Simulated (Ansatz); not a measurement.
The system is Bi2TeSe2 (Skippenite).

```
Bi Te Se
1.0
     2.09150    1.20753    9.71233
    -2.09150    1.20753    9.71233
     0.00000   -2.41506    9.71233
Bi Te Se
2 1 2
Direct
  0.60194 0.60194 0.60194
  0.39806 0.39806 0.39806
  0.00000 0.00000 0.00000
  0.78840 0.78840 0.78840
  0.21160 0.21160 0.21160
```

Base run:

* Program: Ansatz 0.2.0
* Functional: LDA
* Potentials or basis: Ansatz PAW
* Cutoff: 420 eV (not typed: the program's choice for these potentials)
* k mesh: 7 × 7 × 7
* Occupations: fermi-dirac, width 0.05 eV
* Spin: no spin polarisation

Its results: band gap on the k mesh 0.39 eV, direct; pressure 0.4 GPa; largest force 1.780 eV/Å.

Task: The run is repeated on the same cell with these changes: functional from LDA to r2SCAN; cutoff from 420 eV (not typed: the program's choice for these potentials) to 500 eV (not typed: the program's choice for these potentials). What comes out?

Result: Band gap on the k mesh 0.75 eV, direct; pressure 3.8 GPa; largest force 2.040 eV/Å.

r2SCAN gives the wider gap, since meta-GGAs in the generalised Kohn-Sham scheme recover part of the derivative discontinuity.

Caveats: odd divisions of the mesh miss points on the zone boundary, where band edges often lie, so the gap on the mesh can be too wide; spin-orbit coupling is left out, which as a rule narrows the gap of such compounds by several tenths of an eV; the PAW data sets come from PBE, with cores solved anew for the run's functional, which leaves a small shift of forces and pressure; forces of over 1 eV/Å show positions far from the minimum, so gaps and moduli don't describe the material at rest.

A k mesh can miss the band edges.
